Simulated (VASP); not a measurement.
Crystal: Cu.

```xyz
1
Lattice="-1.4342 1.4342 1.4342 1.4342 -1.4342 1.4342 1.4342 1.4342 -1.4342" Properties=species:S:1:pos:R:3 pbc="T T T"
Cu    0.0000    0.0000    0.0000
```

This isn't the form of Cu at room conditions, which is fcc.

- Program: VASP 6.6.1
- Task: relaxation of cell and atoms
- Functional: r2SCAN
- Dispersion: rVV10
- Potentials or basis: VASP PAW PBE potentials, release 64 (Cu)
- Cutoff: 600 eV
- k mesh: 20 × 20 × 20
- Occupations: gaussian, width 0.1 eV
- Spin: no spin polarisation

At the start: pressure -5.3 GPa; volume 11.80 Å³/atom.

Where does the relaxation end?

Over 4 steps the energy falls by 6.7 meV/atom and the volume is 11.40 Å³/atom (-3.4 %); space group Im-3m (No. 229, to 0.05 Å).

Step by step:
```
step  energy change (eV)  largest force (eV/Å)  pressure (GPa)  volume (Å³)
   1              0.0000                0.0000           -5.26        11.80
   2             -0.0038                0.0000            3.79        11.15
   3             -0.0067                0.0000           -0.08        11.40
   4             -0.0067                0.0000            0.02        11.40
```

Final structure:
```
Cu
1.0
    -1.41760    1.41760    1.41760
     1.41760   -1.41760    1.41760
     1.41760    1.41760   -1.41760
Cu
1
Direct
  0.00000 0.00000 0.00000
```

Caveat: the PAW data sets were made with another functional, which shifts forces and pressure a little.
